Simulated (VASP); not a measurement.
# As: single point with PBEsol+D3(BJ)

The system is As, a slab with vacuum.

```xyz
6
Lattice="6.2338 0.0000 0.0000 -3.1169 5.3986 0.0000 0.0000 0.0000 22.7200" Properties=species:S:1:pos:R:3 pbc="T T T"
As    2.0779    3.5991   13.7257
As   -1.0088    5.3828   13.7243
As    5.2246    1.8131   13.7234
As    1.0655    1.7876   15.0957
As    4.1638    3.5972   15.0931
As    1.0645    5.4102   15.0969
```

The cell was built by a generator and needn't be a form met in nature.

```yaml
Program: VASP 6.6.1
Task: single point
Functional: PBEsol
Dispersion: D3(BJ)
Potentials_or_basis: VASP PAW PBE potentials, release 64 (As)
Cutoff: 520 eV
k_mesh: 6 × 6 × 1
Occupations: gaussian, width 0.04 eV
Spin: no spin polarisation
```

```yaml
Largest_force: 0.171 eV/Å
Band_gap_on_the_k_mesh: 1.63 eV
Dispersion_energy_per_atom: -0.155 eV
Ionisation_potential_of_the_upper_face: 5.54 eV
```

Forces in eV/Å, atoms in the order of the input:
```
As   0.095  0.001 -0.142
As  -0.050  0.079 -0.139
As  -0.046 -0.080 -0.136
As  -0.015  0.014  0.138
As   0.020  0.006  0.142
As  -0.005 -0.020  0.137
```

Levels at points of the mesh, in eV from the valence-band top:
```tsv
k point	band 11	band 12	band 13	band 14	band 15	band 16	band 17	band 18	band 19	band 20
(0.00, 0.00, 0.00)	-1.89	-1.88	-0.40	0.00	0.00	1.93	2.10	2.12	3.57	3.57
(0.50, 0.00, 0.00)	-2.27	-1.90	-1.47	-0.26	-0.25	1.95	2.88	2.89	3.30	3.57
(0.00, 0.50, 0.00)	-2.28	-1.90	-1.47	-0.26	-0.25	1.95	2.88	2.89	3.30	3.56
(0.50, 0.50, 0.00)	-2.27	-1.90	-1.47	-0.26	-0.25	1.95	2.88	2.90	3.30	3.57
```

Wall time 6.7 min on 1 thread of Intel(R) Xeon(R) 6975P-C (Granite Rapids), with other jobs on the host, peak memory 0.92 GiB.

Caveat: the PAW data sets were made with another functional, which shifts forces and pressure a little.
